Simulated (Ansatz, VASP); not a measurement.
## One calculation of MgSe, two programs

```xyz
2
Lattice="0.0000 2.7120 2.7120 2.7120 0.0000 2.7120 2.7120 2.7120 0.0000" Properties=species:S:1:pos:R:3 pbc="T T T"
Mg    0.0000    0.0000    0.0000
Se    2.7120    2.7120    2.7120
```

Alike in both runs: functional PBE; dispersion D3(BJ); k mesh 8 × 8 × 8; occupations gaussian, width 0.02 eV; no spin polarisation.

Ansatz relaxed the structure, and its values are those at the end. VASP's run is a single point on that final structure, the one shown.

|  | VASP | Ansatz |
| --- | --- | --- |
| version | VASP 6.6.1 | Ansatz 0.2.0 |
| potentials or method | VASP PAW PBE potentials, release 64 (Mg, Se) | scalar-relativistic, plane waves, PAW |
| plane-wave cutoff (eV) | 520 | 420 |
| valence electrons in the cell | 8 | 26 |

Ansatz gave:

- gap on the k mesh at the Fermi level (eV): 1.85
- least direct gap on the mesh (eV): 2.71
- pressure (GPa): 0.0

Q: What did VASP give for the same quantities?

A: gap on the k mesh at the Fermi level (eV): 1.83; least direct gap on the mesh (eV): 2.70; pressure (GPa): -0.1.

The two sets of potentials don't hold the same shells in valence.

A k mesh can miss the band edges.
